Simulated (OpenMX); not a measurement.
CuAu:

```
CELL_PARAMETERS angstrom
2.81075 0.00000 0.00000
0.00000 2.81075 0.00000
0.00000 0.00000 3.68500
ATOMIC_POSITIONS crystal
Au 0.00000 0.00000 0.00000
Cu 0.50000 0.50000 0.50000
```

Base run:

| Item | Value |
| --- | --- |
| Program | OpenMX 3.8.5 |
| Functional | LDA |
| Potentials or basis | OpenMX 2013 LDA set, Au7.0-s3p2d2f1, Cu6.0H-s3p2d2, grid cutoff 500 Ry |
| k mesh | 7 × 7 × 5 |
| Occupations | fermi-dirac, width 0.05 eV |
| Spin | no spin polarisation |

Its results: pressure -7.4 GPa.

Task: The run is repeated on the same cell with these changes: functional from LDA to PBE; potentials or basis from OpenMX 2013 LDA set, Au7.0-s3p2d2f1, Cu6.0H-s3p2d2, grid cutoff 500 Ry to OpenMX 2013 PBE set, Au7.0-s3p2d2f1, Cu6.0H-s3p2d2, grid cutoff 500 Ry. What comes out?

Result: Pressure 6.5 GPa.

Caveats: the basis of atomic orbitals isn't converged, which shifts pressures, moduli and gaps.
